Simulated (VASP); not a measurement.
Si:

```xyz
1
Lattice="2.6205 0.0000 0.0000 -1.3103 2.2695 0.0000 0.0000 0.0000 2.4664" Properties=species:S:1:pos:R:3 pbc="T T T"
Si    0.0000    0.0000    0.0000
```

This isn't the form of Si at room conditions, which is diamond.

| Item | Value |
| --- | --- |
| Program | VASP 6.6.1 |
| Task | relaxation of cell and atoms |
| Functional | RPBE |
| Potentials or basis | VASP PAW PBE potentials, release 64 (Si) |
| Cutoff | 600 eV |
| k mesh | 12 × 12 × 11 |
| Occupations | fermi-dirac, width 0.05 eV |
| Spin | no spin polarisation |

At the start: pressure 4.2 GPa; volume 14.67 Å³/atom.

**Question.** How do energy, volume and symmetry change on relaxing?

**Answer.** Over 7 steps the energy falls by 8.2 meV/atom and the volume is 15.20 Å³/atom (+3.6 %); space group P6/mmm (No. 191, to 0.05 Å).

The path:
```tsv
step	energy change (eV)	largest force (eV/Å)	pressure (GPa)	volume (Å³)
1	0.0000	0.0000	4.21	14.67
2	-0.0053	0.0000	-2.08	15.50
3	-0.0082	0.0000	0.09	15.18
4	-0.0082	0.0000	0.17	15.17
5	-0.0082	0.0000	0.05	15.19
6	-0.0082	0.0000	0.07	15.18
7	-0.0082	0.0000	-0.02	15.20
```

Final structure:
```
Si
1.0
     2.64201    0.00000    0.00000
    -1.32101    2.28805    0.00000
     0.00000    0.00000    2.51421
Si
1
Direct
  0.00000 0.00000 0.00000
```

Caveat: the PAW data sets were made with another functional, which shifts forces and pressure a little.
